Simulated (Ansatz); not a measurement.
Input and command of a plane-wave DFT calculation in Ansatz:

```yaml
crystal:
  lattice:
    - [2.2897681504, -3.9659947741, 5.6643452958]
    - [2.2897681504, 3.9659947741, 5.6643452958]
    - [-4.5795363009, 0.0, 5.6643452958]
  atoms:
    - { symbol: Si, position: [0.3333333333, 0.3333333333, 0.3333333333] }
    - { symbol: Ti, position: [0.6666666667, 0.6666666667, 0.6666666667] }
    - { symbol: Ti, position: [0.8333333333, 0.8333333333, 0.8333333333] }
    - { symbol: Ti, position: [1.0, 0.0, 0.0] }
    - { symbol: Ti, position: [0.1666666667, 0.1666666667, 0.1666666667] }
    - { symbol: Ti, position: [0.75, 0.4166666667, 0.0833333333] }
    - { symbol: Ti, position: [0.9166666667, 0.5833333333, 0.25] }
    - { symbol: Ti, position: [0.0833333333, 0.75, 0.4166666667] }
    - { symbol: Ti, position: [0.25, 0.9166666667, 0.5833333333] }
    - { symbol: Ti, position: [0.4166666667, 0.0833333333, 0.75] }
    - { symbol: Ti, position: [0.5833333333, 0.25, 0.9166666667] }
    - { symbol: Ti, position: [0.0833333333, 0.4166666667, 0.75] }
    - { symbol: Ti, position: [0.25, 0.5833333333, 0.9166666667] }
    - { symbol: Ti, position: [0.4166666667, 0.75, 0.0833333333] }
    - { symbol: Ti, position: [0.5833333333, 0.9166666667, 0.25] }
    - { symbol: Ti, position: [0.75, 0.0833333333, 0.4166666667] }
    - { symbol: Ti, position: [0.9166666667, 0.25, 0.5833333333] }
basis:
  ecutwfc: 420
  xc_grid: 2
kpoints:
  mp_grid: { grid: [4, 4, 4], shift: [0.5, 0.5, 0.5] }
hamiltonian:
  xc: pbe
scf:
  occupations: { method: gaussian, width: 0.1 }
output:
  forces: true
  stress: false
  eigenvalues: true
  write_density: true
  write_potential: true
  elf: true
  volumetric_format: npy
relax:
  adjacent_minimum: "off"
  f_tol: 0.02
  max_steps: 60
```

```bash
ansatz run input.yaml --threads 4 --pin off --max-ram 10240MiB --backend cpu --events-out ev --progress --plain --runs-dir out
```

Processor: AMD EPYC 9R45 96-Core Processor (Zen 5), 4 threads, on a host shared with other jobs.

Task: Estimate time, memory and problem size.

Result: About 19 s on 4 threads of AMD EPYC 9R45 96-Core Processor (Zen 5), with other jobs on the host, peak memory 1.1 GiB. It solves 118 bands at 10 k points (the mesh reduced by symmetry) with about 6025 plane waves, in 31 SCF iterations over 5 ionic steps.
